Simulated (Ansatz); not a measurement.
## Structure optimisation: indium, hcp

Level of theory: DFT, RPBE, plane waves (420 eV) with PAW, scalar-relativistic (Ansatz). The PAW files were generated under PBE, with cores re-solved for the functional.

k-point mesh 11×11×6, Fermi-Dirac smearing 0.1 eV, no spin polarisation. Cell and atoms relax.

Starting structure:

```cif
data_structure
_symmetry_space_group_name_H-M 'P 1'
_symmetry_Int_Tables_number 1
_cell_length_a 3.3314
_cell_length_b 3.3314
_cell_length_c 5.4402
_cell_angle_alpha 90.000
_cell_angle_beta 90.000
_cell_angle_gamma 120.000
_cell_volume 52.29
loop_
_atom_site_label
_atom_site_type_symbol
_atom_site_fract_x
_atom_site_fract_y
_atom_site_fract_z
_atom_site_occupancy
In1 In 0.33333 0.66667 0.25000 1
In2 In 0.66667 0.33333 0.75000 1
```

Question: The pressure at the start is 3.9 GPa. By how much does the volume change?

Answer: From 26.14 to 29.04 Å³ per atom, 11.1 %. The final cell has a = 3.457 Å, c = 5.611 Å (c/a = 1.623).

Question: How much energy does the relaxation gain?

Answer: 31.6 meV per atom.
